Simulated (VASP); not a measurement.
Input of a VASP 6.6.1 run:

File POSCAR:

```
Mg2Sn
1.0
    0.0000000000      3.3252854840      3.3252854840
    3.3252854840      0.0000000000      3.3252854840
    3.3252854840      3.3252854840      0.0000000000
  Mg              Sn
     2     1
Direct
     0.2500000000000000    0.2500000000000000    0.2500000000000000
     0.7500000000000000    0.7500000000000000    0.7500000000000000
     0.0000000000000000    0.0000000000000000    0.0000000000000000
```

The input INCAR.step1:

```
ALGO = Normal
EDIFF = 1E-8
EDIFFG = -0.002
ENCUT = 600
GGA = CA
IBRION = 2
ISIF = 3
ISMEAR = 0
KPAR = 2
LASPH = T
LCHARG = F
LREAL = F
LWAVE = F
NELM = 80
NSW = 40
PREC = Accurate
SIGMA = 0.03
```

The input INCAR.step2:

```
ALGO = Normal
EDIFF = 1E-8
ENCUT = 600
GGA = CA
IBRION = 6
ISIF = 2
ISMEAR = 0
KPAR = 2
LASPH = T
LCHARG = F
LREAL = F
LWAVE = F
NELM = 80
NFREE = 2
NSW = 1
POTIM = 0.015
PREC = Accurate
SIGMA = 0.03
```

KPOINTS

```
k-points
0
Gamma
  10 10 10
```

Potentials or basis: VASP PAW LDA potentials, release 64 (Mg, Sn_d).

Run with:

```sh
$ cat potpaw_LDA.64/Mg/POTCAR potpaw_LDA.64/Sn_d/POTCAR > POTCAR
$ cp INCAR.step1 INCAR
$ mpirun -np 2 vasp_std > vasp.out
$ cp CONTCAR POSCAR
$ cp INCAR.step2 INCAR
$ mpirun -np 2 vasp_std > vasp.out
```

Predict the highest phonon frequency at Γ, LO-TO splitting left out.

225 cm⁻¹.

Phonon frequencies in cm⁻¹ (negative: imaginary):
```tsv
q point	frequencies
(0.000, 0.000, 0.000)	0 0 0 198 198 198 225 225 225
```
